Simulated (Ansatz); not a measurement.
## P under compression: one row to predict

The cell was found from a structure generator's guess, not taken from experiment.

The calculation used DFT PBE, scalar-relativistic, plane waves, PAW in Ansatz 0.2.0. Plane waves to 420 eV, a 22×22×22 mesh through Γ for the 1-atom cell and 0.10 eV Gaussian smearing; no spin polarisation.

```
P
1.0
     2.44449    0.00000    0.00000
     0.00000    2.44449    0.00000
     0.00000    0.00000    2.44449
P
1
Direct
  0.00000 0.00000 0.00000
```

The cell was set to several volumes, with shape and atoms relaxed at each where symmetry leaves them free. Pressure is positive in compression, and energies count from the lowest row. No row has a gap on its mesh.

```csv
row,V (Å³/atom),P (GPa),ΔE (meV/atom)
1,12.854,19.71,96.3
2,13.292,13.44,51.3
3,13.731,?,?
4,14.169,3.89,5.2
5,14.607,0.00,0.0
6,15.045,-3.09,4.6
7,15.484,-5.44,16.4
8,16.068,-8.19,41.4
```

Problem. Find B = −V·ΔP/ΔV from rows 4 and 6 and from rows 1 and 2, and from the two its slope B′ and its value B0 at zero pressure.

Solution. Rows 4 and 6 give −(14.169 + 15.045)/2 × (-3.09 − (3.89))/(15.045 − 14.169) = 116.4 GPa at a mean pressure of 0.40 GPa. Rows 1 and 2 give −(12.854 + 13.292)/2 × (13.44 − (19.71))/(13.292 − 12.854) = 187.1 GPa at a mean pressure of 16.57 GPa. So B′ = (187.1 − 116.4)/(16.57 − (0.40)) = 4.37 and B0 = 116.4 − 4.37 × (0.40) = 114.7 GPa. A third-order Birch–Murnaghan fit to all the energies gives B0 = 111.4 GPa and B′ = 5.1.

Problem. Estimate the pressure and energy of row 3.

Solution. From row 5, V0 = 14.607 × (1 + (0.00)/114.7) = 14.607 Å³/atom. Murnaghan's form P = (B0/B′)·[(V0/V)^B′ − 1] gives (114.7/4.37) × [(14.607/13.731)^4.37 − 1] = 8.14 GPa; the computed pressure is 8.31 GPa, so the estimate is off by -0.17 GPa. The work of compression from row 4, with the mean of the two pressures, gives ΔE = 5.2 + (8.14 + 3.89)/2 × (14.169 − 13.731)/160.2 × 1000 = 21.6 meV/atom (1 eV/Å³ = 160.2 GPa); the computed value is 21.8 meV/atom.

All volumes keep the k mesh of the relaxed cell. This cell was reached by moving the atoms of another relaxed cell at random and relaxing again, last within the group found; it had no such test of its own.
